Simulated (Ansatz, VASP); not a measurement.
# GaSb in VASP and in Ansatz

File POSCAR:

```
GaSb
1.0
    0.0000000000      3.0776330000      3.0776330000
    3.0776330000      0.0000000000      3.0776330000
    3.0776330000      3.0776330000      0.0000000000
Ga Sb
1 1
Direct
    0.0000000000      0.0000000000      0.0000000000
    0.2500000000      0.2500000000      0.2500000000
```

The input INCAR.step1:

```
SYSTEM = GaSb
ALGO     = Normal         ! electronic algorithm
EDIFF    = 1E-4           ! SCF threshold, eV
ENCUT    = 520            ! plane-wave cutoff, eV
GGA      = PE             ! functional
ISMEAR   = -1             ! smearing method
LASPH    = .TRUE.         ! aspherical terms in the spheres
LCHARG   = .FALSE.        ! write CHGCAR
LREAL    = .FALSE.        ! projectors in reciprocal space
LWAVE    = .TRUE.         ! write WAVECAR
NBANDS   = 16             ! bands
NELM     = 80             ! most SCF steps
PREC     = Accurate       ! precision mode
SIGMA    = 0.1            ! smearing width, eV
```

INCAR.step2

```
SYSTEM = GaSb
ALGO     = Normal         ! electronic algorithm
EDIFF    = 1E-6           ! SCF threshold, eV
ENCUT    = 520            ! plane-wave cutoff, eV
ISIF     = 2              ! what is computed and relaxed
ISMEAR   = -1             ! smearing method
ISTART   = 1            
LASPH    = .TRUE.         ! aspherical terms in the spheres
LCHARG   = .TRUE.         ! write CHGCAR
LELF     = .TRUE.         ! ELF
LMIXTAU  = .TRUE.       
LREAL    = .FALSE.        ! projectors in reciprocal space
LVHAR    = .TRUE.       
LWAVE    = .FALSE.        ! write WAVECAR
METAGGA  = R2SCAN         ! meta-GGA
NBANDS   = 16             ! bands
NELM     = 80             ! most SCF steps
PREC     = Accurate       ! precision mode
SIGMA    = 0.1            ! smearing width, eV
```

File KPOINTS:

```
k-points
0
G
  10 10 10
  0 0 0
```

Input for Ansatz:

```yaml
crystal:
  lattice:
    - [0.0, 3.077633, 3.077633]
    - [3.077633, 0.0, 3.077633]
    - [3.077633, 3.077633, 0.0]
  atoms:
    - { symbol: Ga, position: [0.0, 0.0, 0.0] }
    - { symbol: Sb, position: [0.25, 0.25, 0.25] }
  symmetry: { tolerance: 0.0003 }
kpoints:
  mp_grid: { grid: [10, 10, 10], shift: [0, 0, 0] }
  band_path:
    path:
      - [0.0, 0.0, 0.0]
      - [-0.5, -0.5, 0.0]
      - [-0.375, -0.375, 0.25]
      - [-0.375, 0.0, 0.375]
      - [0.0, 0.0, 0.0]
      - [0.0, 0.0, 0.5]
      - [-0.5, -0.25, 0.25]
      - [-0.5, -0.5, 0.0]
    npoints: 8
magnetization:
  spin_polarized: false
scf:
  occupations: { method: fermi_dirac }
  lower_state_search: "off"
  max_iter: 200
hamiltonian:
  pseudopotentials: { kind: paw }
  xc: r2scan
basis:
  ecutwfc: 500
  fft_grid_basis: typed
output:
  forces: true
  stress: true
  eigenvalues: true
  bader: true
  populations: true
  elf: true
  write_potential: true
  volumetric_format: npy
  dos:
    e_range: [-12, 8]
    de: 0.05
    projected: { site_lists: { Ga: [Ga], Sb: [Sb] } }
checkpoint:
  read: saved_state
```

Alike in both runs: task single point; functional r2SCAN; k mesh 10 × 10 × 10; no spin polarisation.

```csv
,VASP,Ansatz
version,VASP 6.6.1,Ansatz 0.2.0
potentials or method,"VASP PAW PBE potentials, release 64 (Ga_d, Sb)",PAW plane waves
plane-wave cutoff (eV),520,500
occupations,"fermi-dirac, width 0.1 eV",fermi-dirac
valence electrons in the cell,18,28
```

|  | VASP | Ansatz | Ansatz less VASP |
| --- | --- | --- | --- |
| pressure (GPa) | -0.5 | -0.6 | -0.09 |

The two sets of potentials don't hold the same shells in valence.

Caveats: the PAW data sets were made with another functional, which shifts forces and pressure a little (VASP); spin-orbit coupling is left out, which moves the levels of the heavy elements.
